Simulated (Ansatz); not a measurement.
The cell is COD entry 1534932, as deposited and not checked against the literature; nothing was relaxed. The listed cell was then made from it by scaling, straining or moving an atom.

Ta: DFT, PBE, all-electron LAPW, scalar-relativistic (Ansatz 0.2.0). What sets it apart from a plain run of this crystal: volume scaled by 1.06.

Command: `ansatz run input.yaml --threads 1 --pin off --max-ram 3072MiB --backend cpu --events-out ev --progress --plain --runs-dir out` The run took 7.5 s on 1 thread of Intel(R) Xeon(R) 6975P-C (Granite Rapids) (shared host), peak memory 0.37 GiB.

```yaml
crystal:
  lattice:
    - [0.0, 2.1513830553, 2.1513830553]
    - [2.1513830553, 0.0, 2.1513830553]
    - [2.1513830553, 2.1513830553, 0.0]
  atoms:
    - { symbol: Ta, position: [0.0, 0.0, 0.0] }
kpoints:
  mp_grid: { grid: [15, 15, 15] }
scf:
  occupations: { method: fermi_dirac, width: 0.08 }
hamiltonian:
  xc: pbe
  pseudopotentials: { kind: all_electron, lapw: { basis_error: 0.0005 } }
output:
  forces: true
  stress: true
  eigenvalues: true
```

Output (standing set-up lines are left out):

```
LAPW: plane waves up to 7.950 Å⁻¹, error target 5.0e-4 eV per atom; small_component_spin mean_spin; Ta in spheres of 1.521 Å, 37 of its electrons in bands, Dirac shells []
Crystal: 1 atoms, lattice volume = 19.915 Å³
Basis set: ecut = 240.81491028754766 eV, 169 PW (Γ), exchange–correlation at level 2
iter 1 solved again at ethr=2.40e-4 eV; its pass at ethr=1.00e-1 eV (dr2=8.87e-2 eV) is discarded
SCF iter   1: F=—  HF=-424569.018252 eV  |F-HF|=—  |Δ(HF+E_count)|=         —  Δρ=2.69e-2  dr2=8.93e-2  ethr=2.40e-4  ⟨swp⟩=3.0  Hψ=17398  notcnv=0
preconditioner: auto → Kerker (q_TF=auto, 3.025 Å⁻¹)  [metal: Δε(μ)=0.008 eV  Ē_g=24.004 eV  σ=0.080 eV  W_gap=0.03  n_scr=14 (ndim 8)  ℏωp=41.6 eV  f_vac=0.000  D(μ)=1.31/eV (n_scr^D=14)]
SCF iter   2: F=—  HF=-424568.860898 eV  |F-HF|=—  |Δ(HF+E_count)|=   1.57e-1  Δρ=1.44e-2  dr2=2.97e-2  ethr=2.40e-4  ⟨swp⟩=2.0  Hψ=8550  notcnv=0
SCF iter   3: F=—  HF=-424568.847937 eV  |F-HF|=—  |Δ(HF+E_count)|=   1.30e-2  Δρ=9.31e-3  dr2=1.40e-2  ethr=8.03e-5  ⟨swp⟩=2.0  Hψ=8183  notcnv=0
SCF iter   4: F=—  HF=-424568.842674 eV  |F-HF|=—  |Δ(HF+E_count)|=         —  Δρ=5.32e-3  dr2=5.26e-3  ethr=3.78e-5  ⟨swp⟩=2.0  Hψ=8151  notcnv=0
the basis was enlarged: its passes take 449.3 KiB over the memory plan, 1 of 1 planned eigensolver slots
SCF iter   5: F=—  HF=-424568.843223 eV  |F-HF|=—  |Δ(HF+E_count)|=   5.49e-4  Δρ=1.49e-3  dr2=5.29e-4  ethr=1.42e-5  ⟨swp⟩=2.0  Hψ=7932  notcnv=0
iter 6 solved again at ethr=7.93e-8 eV; its pass at ethr=1.43e-6 eV (dr2=2.93e-5 eV) is discarded
SCF iter   6: F=—  HF=-424568.843291 eV  |F-HF|=—  |Δ(HF+E_count)|=   6.82e-5  Δρ=3.90e-4  dr2=2.93e-5  ethr=7.93e-8  ⟨swp⟩=2.0  Hψ=13827  notcnv=0
SCF iter   7: F=—  HF=-424568.843290 eV  |F-HF|=—  |Δ(HF+E_count)|=   7.14e-7  Δρ=1.01e-4  dr2=2.23e-6  ethr=7.93e-8  ⟨swp⟩=2.0  Hψ=8190  notcnv=0
SCF iter   8: F=-424568.843290 eV  HF=-424568.843290 eV  |F-HF|=3.25e-8  |Δ(HF+E_count)|=   2.77e-7  Δρ=2.21e-5  dr2=1.00e-7  ethr=6.02e-9  ⟨swp⟩=2.0  Hψ=8190  notcnv=0
SCF 1 converged in 8 iterations: F = -424568.843290 eV  dr2 = 1.00e-7
SCF converged after 8 iterations
Free energy (F): -424568.843290 eV
Harris-Foulkes:  -424568.843290 eV  (|F-HF|=3.25e-8)
Internal energy: -424568.813754 eV  (E = F + TS)
E sigma→0 (E₀):  -424568.828522 eV
Entropy (-TS):   -0.029536 eV (-29.536 meV/atom)
Fermi energy:    22.523807 eV
--- Per-component energies (eV) ---
  E_band       = -1957.588046
  E_kinetic    = 473931.329115
  E_xc         = -8622.065784
  E_electrostatic = -889878.077084  (all electrons and nuclei)
  E_smearing   = -0.029536  (= −TS)
  E_closure    = 0.000000  (closes the sum)
  E_atoms      = -424559.369556  (free atoms, spherical and without spin; not in F)
  Σ components = -424568.843290   (vs F -424568.843290, Δ=0.00e0)
  Basis errors (estimates in eV, not in F): energy 1.1e-4 per atom: plane waves 9.1e-5 (4.6e-5 summed), levels above the bands 3.6e-57, relativity 3.7e-8, radial functions 1.7e-5, core shells 2.1e-7; eigenvalues (radial functions only) 6.2e-7; not estimated: angular momenta, meshes, grids; target (lapw.basis_error) 5.0e-4; muffin-tin radii Ta 1.521 Å
--- Forces (eV/Å), atoms counted from 1 ---
  atom   1  Ta    -0.00000000     0.00000000     0.00000000
  max |Σ_I F_I| component: 1.40e-31 eV/Å
--- Stress (GPa, compression-positive) ---
       -9.369388      -0.000000       0.000000
       -0.000000      -9.369388       0.000000
        0.000000       0.000000      -9.369388
  P = ⅓ Tr σ = -9.3694 GPa (-93.694 kbar)
--- Band table (eV; the first three rows and the last of 120) ---
  k-point 0: bands = ["-194.1328", "-194.1328", "-194.1121", "-194.1121", "-194.1121", "-45.1981", "-11.2623", "-11.2623", "-11.2623", "2.9843", "2.9843", "2.9843", "2.9921", "3.0372", "3.0372", "3.0372", "14.6616", "22.9856", "22.9856", "22.9856", "25.7537", "25.7537", "34.5011"]
  k-point 1: bands = ["-194.1328", "-194.1328", "-194.1121", "-194.1121", "-194.1121", "-45.1952", "-11.3004", "-11.2672", "-11.2672", "2.9839", "2.9853", "2.9853", "2.9935", "3.0353", "3.0353", "3.0372", "14.8275", "22.8433", "23.0644", "23.0644", "25.6795", "25.6795", "34.8432"]
  k-point 2: bands = ["-194.1328", "-194.1328", "-194.1121", "-194.1121", "-194.1121", "-45.1870", "-11.4071", "-11.2812", "-11.2812", "2.9828", "2.9882", "2.9882", "2.9979", "3.0299", "3.0299", "3.0375", "15.3038", "22.4912", "23.2541", "23.2541", "25.5372", "25.5372", "35.6748"]
  k-point 119: bands = ["-194.1328", "-194.1328", "-194.1121", "-194.1121", "-194.1121", "-45.1090", "-11.8297", "-11.7920", "-11.5650", "2.9963", "2.9967", "3.0022", "3.0030", "3.0043", "3.0071", "3.0376", "19.9981", "21.1236", "21.6785", "24.4888", "28.3653", "30.9821", "32.1585"]
```
